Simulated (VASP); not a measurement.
# CuI: single point with PBE

Crystal: CuI.

```
Cu I
1.0
     0.00000    3.02900    3.02900
     3.02900    0.00000    3.02900
     3.02900    3.02900    0.00000
Cu I
1 1
Direct
  0.25000 0.25000 0.25000
  0.00000 0.00000 0.00000
```

```json
{
 "Program": "VASP 6.6.1",
 "Task": "single point",
 "Functional": "PBE",
 "Potentials or basis": "VASP PAW PBE potentials, release 64 (Cu, I)",
 "Cutoff": "520 eV",
 "k mesh": "22 × 22 × 22",
 "Occupations": "fermi-dirac, width 0.02 eV",
 "Spin": "no spin polarisation",
 "Further INCAR settings": "ALGO = Fast; EDIFF = 1e-06; NBANDS = 16"
}
```

```
Pressure               : 0.4 GPa
Band gap on the k mesh : 1.15 eV, direct
```

Levels at points of the mesh, in eV from the valence-band top:
| k point | band 5 | band 6 | band 7 | band 8 | band 9 | band 10 | band 11 | band 12 | band 13 | band 14 |
| --- | --- | --- | --- | --- | --- | --- | --- | --- | --- | --- |
| (0.00, 0.00, 0.00) | -1.86 | -1.86 | 0.00 | 0.00 | 0.00 | 1.15 | 4.87 | 4.87 | 4.87 | 8.18 |
| (0.50, 0.00, 0.00) | -1.83 | -1.83 | -1.79 | -0.71 | -0.71 | 2.16 | 5.41 | 5.41 | 7.41 | 9.13 |
| (0.50, 0.50, 0.00) | -1.89 | -1.80 | -1.77 | -1.51 | -1.51 | 2.71 | 2.91 | 9.21 | 9.77 | 9.77 |

Run time: 80 s on 1 thread of Intel(R) Xeon(R) 6975P-C (Granite Rapids) (shared host), peak memory 0.42 GiB.

Caveat: spin-orbit coupling is left out, which moves the levels of the heavy elements. As with any semilocal functional, this PBE gap is likely too small.
